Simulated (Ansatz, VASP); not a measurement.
One calculation of CdSe, two programs

```xyz
2
Lattice="0.0000 2.8137 2.8137 2.8137 0.0000 2.8137 2.8137 2.8137 0.0000" Properties=species:S:1:pos:R:3 pbc="T T T"
Cd    0.0000    0.0000    0.0000
Se    2.8137    2.8137    2.8137
```

Alike in both runs: task relaxation of cell and atoms; functional PBEsol; k mesh 12 × 12 × 12; occupations fermi-dirac, width 0.05 eV; no spin polarisation.

|  | VASP | Ansatz |
| --- | --- | --- |
| version | VASP 6.6.1 | Ansatz 0.2.0 |
| potentials or method | VASP PAW PBE potentials, release 64 (Cd, Se), cutoff 600 eV | all-electron LAPW, scalar-relativistic |

|  | VASP | Ansatz | Ansatz less VASP |
| --- | --- | --- | --- |
| relaxed volume (Å³/atom) | 22.40 | 22.28 | -0.121 |
| relaxed cell length with the largest relative difference (Å) | 3.986 | 3.979 | -0.0072 |

Ansatz ran all-electron here, so the differences hold the error of VASP's frozen core and of both bases.

Caveats: the PAW data sets were made with another functional, which shifts forces and pressure a little (VASP).
